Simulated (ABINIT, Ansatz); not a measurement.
# BAs (F-43m): changed settings of a GW run in ABINIT

What do changed inputs do to GW on BAs (F-43m)?

Calculated with ABINIT 10.8.3; PBE and many-body steps on it, plane waves.

### 1. The structure

The structure is cubic, space group F-43m (No. 216). The conventional cell has a = 4.777 Å, b = 4.777 Å, c = 4.777 Å, α = 90.00°, β = 90.00°, γ = 90.00°. Nearest to B lie 4 As at 2.07 Å. As has 4 B at 2.07 Å nearest. Farther neighbours are not listed.

The cell and positions come from the Crystallography Open Database and are kept as given unless a step says otherwise.

### 2. Screening, 6×6×6 mesh, 214 bands, screening to 283 eV

This step: ABINIT 10.8.3; RPA screening on PBE, plane waves, norm-conserving pseudopotentials.

The RPA dielectric matrix is built and inverted for each q.

run.abi

```
acell 3*1.0 Angstrom
rprim 
  -0.000000000000 2.388500000000 2.388500000000
  2.388500000000 -0.000000000000 2.388500000000
  2.388500000000 2.388500000000 -0.000000000000
ntypat 2
znucl 5 33
natom 2
typat 1 2
xred 
  0.000000000000 0.000000000000 0.000000000000
  0.250000000000 0.250000000000 0.250000000000
pp_dirpath "pseudos"
pseudos "B.upf, As.upf"
ecut 44
ngkpt 6 6 6
nshiftk 1
shiftk 0 0 0
kptopt 1
chksymbreak 0
istwfk *1
occopt 1
irdwfk 1
optdriver 3
nband 214
ecuteps 10.4
inclvkb 2
awtr 1
symchi 1
indata_prefix "in"
outdata_prefix "out"
tmpdata_prefix "tmp"
```

Started as:

```
$ OMP_NUM_THREADS=1 mpirun -n 4 abinit run.abi > log
```

Output:

```text
.Version 10.8.3 of ABINIT. v10.8.2 released Aug 2026.

 Symmetries : space group F-4 3 m (#216); Bravais cF (face-center cubic)
[... echo of the input left out ...]
== DATASET  1 ==================================================================
-   mpi_nproc: 4, omp_nthreads: 1 (-1 if OMP is not activated)

--- !DatasetInfo
iteration_state: {dtset: 1, }
dimensions: {natom: 2, nkpt: 16, mband: 214, nsppol: 1, nspinor: 1, nspden: 1, mpw: 2637, }
cutoff_energies: {ecut:  44.0, pawecutdg:  -1.0, }
electrons: {nelect:   2.60000000E+01, charge:   0.00000000E+00, occopt:   1.00000000E+00, tsmear:   1.00000000E-02, }

 SCREENING: Calculation of the susceptibility and dielectric matrices

 Based on a program developped by R.W. Godby, V. Olevano, G. Onida, and L. Reining.
 Incorporated in ABINIT by V. Olevano, G.-M. Rignanese, and M. Torrent.
.Using double precision arithmetic ; gwpc =  8

[... cell and pseudopotentials left out ...]
--------------------------------------------------------------------------------

 ==== K-mesh for the wavefunctions ====
 Number of points in the irreducible wedge :    16
[... list of points left out ...]
 Together with 24 symmetry operations and time-reversal symmetry
 yields   216 points in the full Brillouin Zone.

 ==== Q-mesh for the screening function ====
 Number of points in the irreducible wedge :    16
[... list of points left out ...]
 Together with 24 symmetry operations and time-reversal symmetry
 yields   216 points in the full Brillouin Zone.

 setmesh: FFT mesh size selected  =    27x   27x   27
          total number of points  =        19683

 vcoul_init : cutoff-mode = AUXILIARY_FUNCTION
 q-points for optical limit:   1
     1)      0.000010    0.000020    0.000030

- screening: taking advantage of time-reversal symmetry
- Maximum band index for partially occupied states nbvw = 13
- Remaining bands to be divided among processors   nbcw = 201
- Number of bands treated by each node ~50

 Number of electrons calculated from density =   26.0000; Expected =   26.0000
 average of density, n =  0.141374
 r_s =    1.1908
 omega_plasma =   36.2695 [eV]

 calculating chi0 at frequencies [eV] :
  1    0.000000E+00    0.000000E+00
  2    0.000000E+00    3.626946E+01

--------------------------------------------------------------------------------
  q-point number  1        q = ( 0.000000, 0.000000, 0.000000) [r.l.u.]
--------------------------------------------------------------------------------
[... chi0 elements left out ...]
 For q-point:  0.000010 0.000020 0.000030
  dielectric constant =  10.5140
  dielectric constant without local fields =  11.5163

  Average fulfillment of the sum rule on Im[epsilon] for q-point    1 :     70.17  [%]
[... wings left out ...]
  q-point number  2        q = ( 0.166667, 0.000000, 0.000000) [r.l.u.]
--------------------------------------------------------------------------------
[... chi0 elements left out ...]
  Average fulfillment of the sum rule on Im[epsilon] for q-point    2 :     80.59  [%]

 [... 14 further q-points ...]
```

The job ended after 8.4 min (4 MPI ranks of Intel Xeon Platinum 8375C at 2.90GHz (Ice Lake), shared host; peak memory 1.9 GiB; 34 min of CPU time).

Numbers from this step:

- ε∞ with local fields, on this mesh, along the program's q direction: 10.51
- the same without local fields: 11.52
- plasma frequency: 36.27 eV
- plane waves in the screening matrix: 283

Local fields lower ε∞ by 9 %.

### 3. Base

The self-energy is evaluated for the states that the input lists, and the levels follow from it, in one-shot runs by the linearised quasiparticle equation.

This step: G0W0 on PBE, plane waves, norm-conserving pseudopotentials.

run.abi, as its differences from that of step 2:

```diff
@@ -23,8 +23,17 @@
 irdwfk 1
-optdriver 3
+optdriver 4
 nband 214
+gwcalctyp 0
+ecutsigx 44
+symsigma 1
+nkptgw 2
+kptgw 
+  0.0000000000 0.0000000000 0.0000000000
+  0.3333333333 0.3333333333 0.0000000000
+bdgw 
+  11 16
+  12 15
 ecuteps 10.4
-inclvkb 2
-awtr 1
-symchi 1
+irdscr 1
+ppmodel 1
 indata_prefix "in"
```

Output:

```text
.Version 10.8.3 of ABINIT. v10.8.2 released Aug 2026.

 Symmetries : space group F-4 3 m (#216); Bravais cF (face-center cubic)
[... echo of the input left out ...]
== DATASET  1 ==================================================================
-   mpi_nproc: 4, omp_nthreads: 1 (-1 if OMP is not activated)

--- !DatasetInfo
iteration_state: {dtset: 1, }
dimensions: {natom: 2, nkpt: 16, mband: 214, nsppol: 1, nspinor: 1, nspden: 1, mpw: 2637, }
cutoff_energies: {ecut:  44.0, pawecutdg:  -1.0, }
electrons: {nelect:   2.60000000E+01, charge:   0.00000000E+00, occopt:   1.00000000E+00, tsmear:   1.00000000E-02, }

 SIGMA: Calculation of the GW corrections

 Based on a program developped by R.W. Godby, V. Olevano, G. Onida, and L. Reining.
 Incorporated in ABINIT by V. Olevano, G.-M. Rignanese, and M. Torrent.
.Using double precision arithmetic ; gwpc =  8

[... cell and pseudopotentials left out ...]
--------------------------------------------------------------------------------

 ==== K-mesh for the wavefunctions ====
 Number of points in the irreducible wedge :    16
[... list of points left out ...]
 Together with 24 symmetry operations and time-reversal symmetry
 yields   216 points in the full Brillouin Zone.

 ==== Q-mesh for screening function ====
 Number of points in the irreducible wedge :    16
[... list of points left out ...]
 Together with 24 symmetry operations and time-reversal symmetry
 yields   216 points in the full Brillouin Zone.

 vcoul_init : cutoff-mode = AUXILIARY_FUNCTION
 q-points for optical limit:   1
     1)      0.000010    0.000020    0.000030
 setmesh: FFT mesh size selected  =    40x   40x   40
          total number of points  =        64000

 Number of electrons calculated from density =   26.0000; Expected =   26.0000
 average of density, n =  0.141374
 r_s =    1.1908
 omega_plasma =   36.2695 [eV]

 === KS Band Gaps ===
  >>>> For spin  1
   Minimum direct gap =   3.2894 [eV], located at k-point      :   0.0000  0.0000  0.0000
   Fundamental gap    =   1.2928 [eV], Top of valence bands at :   0.0000  0.0000  0.0000
                                       Bottom of conduction at :   0.3333  0.3333  0.0000
 SIGMA fundamental parameters:
 PLASMON POLE MODEL  1
 number of plane-waves for SigmaX                 2637
 number of plane-waves for SigmaC and W            283
 number of plane-waves for wavefunctions          2637
 number of bands                                   214
 number of independent spin polarizations            1
 number of spinorial components                      1
 number of k-points in IBZ                          16
 number of q-points in IBZ                          16
 number of symmetry operations                      24
 number of k-points in BZ                          216
 number of q-points in BZ                          216
 number of frequencies for dSigma/dE                 9
 frequency step for dSigma/dE [eV]                0.25
 number of omega for Sigma on real axis              0
 max omega for Sigma on real axis  [eV]           0.00
 zcut for avoiding poles [eV]                     0.10

 EPSILON^-1 parameters (SCR file):
 dimension of the eps^-1 matrix on file            283
 dimension of the eps^-1 matrix used               283
 number of plane-waves for wavefunctions          2637
 number of bands                                   214
 number of q-points in IBZ                          16
 number of frequencies                               2
 number of real frequencies                          1
 number of imag frequencies                          1

 matrix elements of self-energy operator (all in [eV])

 Perturbative Calculation

--- !SelfEnergy_ee
iteration_state: {dtset: 1, }
kpoint     : [   0.000,    0.000,    0.000, ]
spin       : 1
KS_gap     :    3.289
QP_gap     :    4.159
Delta_QP_KS:    0.870
data: !SigmaeeData |
     Band     E0 <VxcDFT>   SigX SigC(E0)      Z dSigC/dE  Sig(E)    E-E0       E
       11   7.999 -14.188 -15.543   0.502   0.807  -0.239 -14.876  -0.688   7.310
       12   7.999 -14.188 -15.543   0.502   0.807  -0.239 -14.876  -0.688   7.310
       13   7.999 -14.188 -15.543   0.502   0.807  -0.239 -14.876  -0.688   7.310
       14  11.288 -13.053  -8.369  -4.460   0.810  -0.235 -12.871   0.181  11.469
       15  11.288 -13.053  -8.369  -4.460   0.810  -0.235 -12.871   0.181  11.469
       16  11.288 -13.053  -8.369  -4.460   0.810  -0.235 -12.871   0.181  11.469

--- !SelfEnergy_ee
iteration_state: {dtset: 1, }
kpoint     : [   0.333,    0.333,    0.000, ]
spin       : 1
KS_gap     :    4.744
QP_gap     :    5.570
Delta_QP_KS:    0.826
data: !SigmaeeData |
     Band     E0 <VxcDFT>   SigX SigC(E0)      Z dSigC/dE  Sig(E)    E-E0       E
       12   4.547 -13.197 -16.027   1.731   0.797  -0.255 -14.072  -0.875   3.672
       13   4.547 -13.197 -16.027   1.731   0.797  -0.255 -14.072  -0.875   3.672
       14   9.292 -11.657  -7.564  -4.153   0.817  -0.224 -11.706  -0.049   9.242
       15  11.154 -11.166  -6.440  -4.744   0.816  -0.225 -11.181  -0.015  11.138

== END DATASET(S) ==============================================================
================================================================================

 -outvars: echo values of variables after computation  --------
           etotal      0.0000000000E+00
            nband         214
             nkpt          16
          spgroup         216
 [... the other variables as echoed above ...]

 Calculation completed.
```

It took 64 s on 4 MPI ranks; peak memory 1.8 GiB; 4.2 min of CPU time.

This step gave:

```
G0W0 gap on the points computed              : 1.932 eV
starting gap on the mesh                     : 1.293 eV
k of the valence top                         : 0, 0, 0
k of the conduction bottom                   : 0.3333, 0.3333, 0
Z at the valence top                         : 0.807
Z at the conduction bottom                   : 0.817
least direct G0W0 gap on the computed points : 4.159 eV
```

The gap on the mesh goes from 1.29 eV to 1.93 eV, a correction of +0.64 eV.

### 4. Scissors in G

run.abi, as its differences from that of step 3:

```diff
@@ -38,2 +38,3 @@
 ppmodel 1
+mbpt_sciss 1.0 eV
 indata_prefix "in"
```

Output:

```text
.Version 10.8.3 of ABINIT. v10.8.2 released Aug 2026.

 Symmetries : space group F-4 3 m (#216); Bravais cF (face-center cubic)
[... echo of the input left out ...]
== DATASET  1 ==================================================================
-   mpi_nproc: 4, omp_nthreads: 1 (-1 if OMP is not activated)

--- !DatasetInfo
iteration_state: {dtset: 1, }
dimensions: {natom: 2, nkpt: 16, mband: 214, nsppol: 1, nspinor: 1, nspden: 1, mpw: 2637, }
cutoff_energies: {ecut:  44.0, pawecutdg:  -1.0, }
electrons: {nelect:   2.60000000E+01, charge:   0.00000000E+00, occopt:   1.00000000E+00, tsmear:   1.00000000E-02, }

 SIGMA: Calculation of the GW corrections

 Based on a program developped by R.W. Godby, V. Olevano, G. Onida, and L. Reining.
 Incorporated in ABINIT by V. Olevano, G.-M. Rignanese, and M. Torrent.
.Using double precision arithmetic ; gwpc =  8

[... cell and pseudopotentials left out ...]
--------------------------------------------------------------------------------

 ==== K-mesh for the wavefunctions ====
 Number of points in the irreducible wedge :    16
[... list of points left out ...]
 Together with 24 symmetry operations and time-reversal symmetry
 yields   216 points in the full Brillouin Zone.

 ==== Q-mesh for screening function ====
 Number of points in the irreducible wedge :    16
[... list of points left out ...]
 Together with 24 symmetry operations and time-reversal symmetry
 yields   216 points in the full Brillouin Zone.

 vcoul_init : cutoff-mode = AUXILIARY_FUNCTION
 q-points for optical limit:   1
     1)      0.000010    0.000020    0.000030
 setmesh: FFT mesh size selected  =    40x   40x   40
          total number of points  =        64000

 Number of electrons calculated from density =   26.0000; Expected =   26.0000
[...]
max omega for Sigma on real axis  [eV]           0.00
 zcut for avoiding poles [eV]                     0.10
 scissor energy [eV]                              1.00

 EPSILON^-1 parameters (SCR file):
 dimension of the eps^-1 matrix on file            283
 dimension of the eps^-1 matrix used               283
 number of plane-waves for wavefunctions          2637
 number of bands                                   214
 number of q-points in IBZ                          16
 number of frequencies                               2
 number of real frequencies                          1
 number of imag frequencies                          1

 matrix elements of self-energy operator (all in [eV])

 Perturbative Calculation

--- !SelfEnergy_ee
iteration_state: {dtset: 1, }
kpoint     : [   0.000,    0.000,    0.000, ]
spin       : 1
KS_gap     :    3.289
QP_gap     :    4.251
Delta_QP_KS:    0.962
data: !SigmaeeData |
     Band     E0 <VxcDFT>   SigX SigC(E0)      Z dSigC/dE  Sig(E)    E-E0       E
       11   7.999 -14.188 -15.543   0.582   0.810  -0.234 -14.814  -0.626   7.373
       12   7.999 -14.188 -15.543   0.582   0.810  -0.234 -14.814  -0.626   7.373
       13   7.999 -14.188 -15.543   0.582   0.810  -0.234 -14.814  -0.626   7.373
[...]
--- !SelfEnergy_ee
iteration_state: {dtset: 1, }
kpoint     : [   0.333,    0.333,    0.000, ]
spin       : 1
KS_gap     :    4.744
QP_gap     :    5.669
Delta_QP_KS:    0.924
data: !SigmaeeData |
     Band     E0 <VxcDFT>   SigX SigC(E0)      Z dSigC/dE  Sig(E)    E-E0       E
[...]
14   9.292 -11.657  -7.564  -4.196   0.819  -0.222 -11.560   0.097   9.388
       15  11.154 -11.166  -6.440  -4.775   0.817  -0.223 -11.023   0.143  11.296

== END DATASET(S) ==============================================================
================================================================================

 -outvars: echo values of variables after computation  --------
           etotal      0.0000000000E+00
            nband         214
             nkpt          16
          spgroup         216
 [... the other variables as echoed above ...]

 Calculation completed.
```

The job ended after 63 s (4 MPI ranks; peak memory 1.8 GiB; 4.2 min of CPU time).

Numbers from this step:

```
G0W0 gap on the points computed              : 2.015 eV
starting gap on the mesh                     : 1.293 eV
k of the valence top                         : 0, 0, 0
k of the conduction bottom                   : 0.3333, 0.3333, 0
Z at the valence top                         : 0.81
Z at the conduction bottom                   : 0.819
least direct G0W0 gap on the computed points : 4.251 eV
```

### 5. Screening cutoff above the file's

run.abi, as its differences from that of step 4:

```diff
@@ -35,6 +35,5 @@
   12 15
-ecuteps 10.4
+ecuteps 41.6
 irdscr 1
 ppmodel 1
-mbpt_sciss 1.0 eV
 indata_prefix "in"
```

Output:

```text
.Version 10.8.3 of ABINIT. v10.8.2 released Aug 2026.

 Symmetries : space group F-4 3 m (#216); Bravais cF (face-center cubic)
[... echo of the input left out ...]
== DATASET  1 ==================================================================
-   mpi_nproc: 4, omp_nthreads: 1 (-1 if OMP is not activated)

--- !DatasetInfo
iteration_state: {dtset: 1, }
dimensions: {natom: 2, nkpt: 16, mband: 214, nsppol: 1, nspinor: 1, nspden: 1, mpw: 2637, }
cutoff_energies: {ecut:  44.0, pawecutdg:  -1.0, }
electrons: {nelect:   2.60000000E+01, charge:   0.00000000E+00, occopt:   1.00000000E+00, tsmear:   1.00000000E-02, }

 SIGMA: Calculation of the GW corrections

 Based on a program developped by R.W. Godby, V. Olevano, G. Onida, and L. Reining.
 Incorporated in ABINIT by V. Olevano, G.-M. Rignanese, and M. Torrent.
.Using double precision arithmetic ; gwpc =  8

[... cell and pseudopotentials left out ...]
--------------------------------------------------------------------------------

 ==== K-mesh for the wavefunctions ====
 Number of points in the irreducible wedge :    16
[... list of points left out ...]
 Together with 24 symmetry operations and time-reversal symmetry
 yields   216 points in the full Brillouin Zone.

 ==== Q-mesh for screening function ====
 Number of points in the irreducible wedge :    16
[... list of points left out ...]
 Together with 24 symmetry operations and time-reversal symmetry
 yields   216 points in the full Brillouin Zone.

 vcoul_init : cutoff-mode = AUXILIARY_FUNCTION
 q-points for optical limit:   1
     1)      0.000010    0.000020    0.000030
 setmesh: FFT mesh size selected  =    40x   40x   40
          total number of points  =        64000

 Number of electrons calculated from density =   26.0000; Expected =   26.0000
[...]
number of omega for Sigma on real axis              0
 max omega for Sigma on real axis  [eV]           0.00
 zcut for avoiding poles [eV]                     0.10

 EPSILON^-1 parameters (SCR file):
 dimension of the eps^-1 matrix on file            283
 dimension of the eps^-1 matrix used               283
 number of plane-waves for wavefunctions          2637
 number of bands                                   214
 number of q-points in IBZ                          16
 number of frequencies                               2
 number of real frequencies                          1
 number of imag frequencies                          1

 matrix elements of self-energy operator (all in [eV])

 Perturbative Calculation

--- !SelfEnergy_ee
iteration_state: {dtset: 1, }
kpoint     : [   0.000,    0.000,    0.000, ]
spin       : 1
KS_gap     :    3.289
QP_gap     :    4.159
Delta_QP_KS:    0.870
data: !SigmaeeData |
     Band     E0 <VxcDFT>   SigX SigC(E0)      Z dSigC/dE  Sig(E)    E-E0       E
       11   7.999 -14.188 -15.543   0.502   0.807  -0.239 -14.876  -0.688   7.310
       12   7.999 -14.188 -15.543   0.502   0.807  -0.239 -14.876  -0.688   7.310
       13   7.999 -14.188 -15.543   0.502   0.807  -0.239 -14.876  -0.688   7.310
[...]
--- !SelfEnergy_ee
iteration_state: {dtset: 1, }
kpoint     : [   0.333,    0.333,    0.000, ]
spin       : 1
KS_gap     :    4.744
QP_gap     :    5.570
Delta_QP_KS:    0.826
data: !SigmaeeData |
     Band     E0 <VxcDFT>   SigX SigC(E0)      Z dSigC/dE  Sig(E)    E-E0       E
[...]
14   9.292 -11.657  -7.564  -4.153   0.817  -0.224 -11.706  -0.049   9.242
       15  11.154 -11.166  -6.440  -4.744   0.816  -0.225 -11.181  -0.015  11.138

== END DATASET(S) ==============================================================
================================================================================

 -outvars: echo values of variables after computation  --------
           etotal      0.0000000000E+00
            nband         214
             nkpt          16
          spgroup         216
 [... the other variables as echoed above ...]

 Calculation completed.
```

Run time: 59 s. Hardware: 4 MPI ranks; peak memory 1.8 GiB.

The run ended normally, though the input holds a fault or crude settings.

The fault put into this input: screening cutoff above the file's. It printed a gap of 1.93 eV, the value of the sound run: the program fell back on what its files hold, so an unchanged gap is no proof of convergence.

### 6. The runs together

Times are wall times on 4 MPI ranks of Intel Xeon Platinum 8375C at 2.90GHz (Ice Lake), shared host, good to a factor of about two. A run's time includes the screening step that it read.

| run | mesh | bands | screening cutoff (eV) | DFT gap (eV) | gap on the mesh (eV) | direct (eV) | ε∞ used | time |
| --- | --- | --- | --- | --- | --- | --- | --- | --- |
| base | 6×6×6 | 214 | 283 | 1.293 | 1.932 | 4.159 | 10.51 | 9.5 min |
| scissors in G | 6×6×6 | 214 | 283 | 1.293 | 2.015 | 4.251 | 10.51 | 9.5 min |

### 7. What came out

| Item | Value |
| --- | --- |
| base | 1.932 eV |
| scissors in G | 2.015 eV |
| known limits | not at the basis limit; no spin-orbit coupling |

In words: Scissors in G: +0.083 eV against base (keys changed: mbpt_sciss). Bands and cutoff are finite, so the gap is not at the basis limit. The miss can reach some tenths of an eV and take either sign; the mesh is an error of its own. In the G0W0 runs levels were corrected at 2 k points alone, so a gap called «on the mesh» is the least over those, and an edge elsewhere would be missed. A denser mesh or path gives a starting gap of 1.21 eV: the GW mesh misses a band edge, so its gaps are not the fundamental one. The many-body steps are scalar-relativistic: spin-orbit coupling is not in them.

[Paths, hosts, dates, memory and timing lines, banners, echoed tables and standing remarks are left out of the program output.]

[Logs are printed without paths, hosts, clocks, repeated set-up lines and the standing remarks that a program may print on its own settings, such as how far it seeks lower states.]

[Runs of the session that timed out or met a known fault of the program may be left out.]

[Hosts, paths, dates, database ids (printed as entryN), source tags and the programs' standing remarks are cut or masked in the printed files.]

[G0W0 gaps are taken among the corrected bands and points alone; a level outside them can change the order at an edge.]

[Where Ansatz stands beside ABINIT at settings called matched, ABINIT's density can come from a denser mesh and the files from another edition; pairs whose starting gaps differed by over 0.03 eV were left out, so agreement reads better than it is.]
